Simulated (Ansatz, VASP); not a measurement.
Two plane-wave programs on BN

Contents of INCAR:

```
PREC = Accurate
ENCUT = 520
EDIFF = 1E-6
ISMEAR = -1
SIGMA = 0.02
LREAL = F
LASPH = T
NELM = 80
ALGO = Normal
ISIF = 2
LWAVE = F
LCHARG = F
GGA = PE
IBRION = 2
NSW = 80
EDIFFG = -0.02
```

File KPOINTS:

```
regular mesh
0
Gamma
  13 13 5
```

POSCAR

```
BN
1.0
    2.4881487161      0.0000000000      0.0000000000
   -1.2440743581      2.1547999966      0.0000000000
    0.0000000000      0.0000000000      6.4633091453
B N
2 2
Direct
    0.3333333333      0.6666666667      0.2500000000
    0.6666666667      0.3333333333      0.7500000000
    0.3333333333      0.6666666667      0.7500000000
    0.6666666667      0.3333333333      0.2500000000
```

Input for Ansatz:

```yaml
crystal:
  lattice:
    - [2.4881487161, 0.0, 0.0]
    - [-1.2440743581, 2.1547999966, 0.0]
    - [0.0, 0.0, 6.4633091453]
  atoms:
    - { symbol: B, position: [0.3333333333, 0.6666666667, 0.25] }
    - { symbol: B, position: [0.6666666667, 0.3333333333, 0.75] }
    - { symbol: "N", position: [0.3333333333, 0.6666666667, 0.75] }
    - { symbol: "N", position: [0.6666666667, 0.3333333333, 0.25] }
kpoints:
  mp_grid: { grid: [13, 13, 5] }
scf:
  occupations: { method: fermi_dirac, width: 0.02 }
hamiltonian:
  xc: pbe
  pseudopotentials: { kind: paw }
output:
  forces: true
  stress: true
  populations: true
  efg:
    quadrupole_moments_barn: { B: 0.04059, "N": 0.02044 }
    contact_densities: true
relax:
  f_tol: 0.02
  max_steps: 60
```

Change from the starting cell: volume scaled by 0.94, ions relaxed.

Alike in both runs: task relaxation of the atoms; functional PBE; k mesh 13 × 13 × 5; occupations fermi-dirac, width 0.02 eV; no spin polarisation.

|  | VASP | Ansatz |
| --- | --- | --- |
| version | VASP 6.6.1 | Ansatz 0.2.0 |
| potentials or method | VASP PAW PBE potentials, release 64 (B, N) | plane-wave PAW, scalar-relativistic |
| plane-wave cutoff (eV) | 520 | 420 |
| valence electrons in the cell | 16 | 16 |

Ansatz gave:

```
gap on the k mesh at the Fermi level, each at its own relaxed structure (eV) : 4.29
```

**Question.** Estimate VASP's values.

**Answer.** gap on the k mesh at the Fermi level, each at its own relaxed structure (eV): 4.28.

Ansatz warned: «stress_scf_threshold_loose».

Caveats: the relaxation stopped at its first step, so nothing moved; an odd mesh through Γ misses points on the zone boundary, where band edges often lie.
